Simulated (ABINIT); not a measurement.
Crystal: CaO.

```
CELL_PARAMETERS angstrom
0.00000 2.40356 2.40356
2.40356 0.00000 2.40356
2.40356 2.40356 0.00000
ATOMIC_POSITIONS crystal
Ca 0.00000 0.00000 0.00000
O 0.50000 0.50000 0.50000
```

The cell is a database's computed one.

Base run:

| Item | Value |
| --- | --- |
| Program | ABINIT 10.8.3 (patched build) |
| Functional | PW91 |
| Potentials or basis | JTH PAW PBE v2.0 |
| Cutoff | 626 eV |
| k mesh | 10 × 10 × 10 |
| Occupations | fermi-dirac, width 0.05 eV |
| Spin | no spin polarisation |

Its results: band gap on the k mesh 3.66 eV, indirect (least direct gap 4.03 eV); pressure 0.8 GPa.

Q: After a change of settings the same cell gave: band gap on the k mesh 3.68 eV, indirect (least direct gap 4.05 eV); pressure 1.5 GPa. Which change was it?
A. functional from PW91 to LDA; potentials or basis from JTH PAW PBE v2.0 to PseudoDojo NC SR LDA v0.4.1 standard; cutoff from 626 eV to 1143 eV
B. functional from PW91 to PBE; k mesh from 10 × 10 × 10 to 13 × 13 × 13
C. functional from PW91 to SCAN; cutoff from 626 eV to 762 eV; fine-grid cutoff from 1224.51 eV to 1360.57 eV

A: B.

Caveats: the PAW data sets were made with another functional, which shifts forces and pressure a little (some runs); an odd mesh through Γ misses points on the zone boundary, where band edges often lie (some runs).
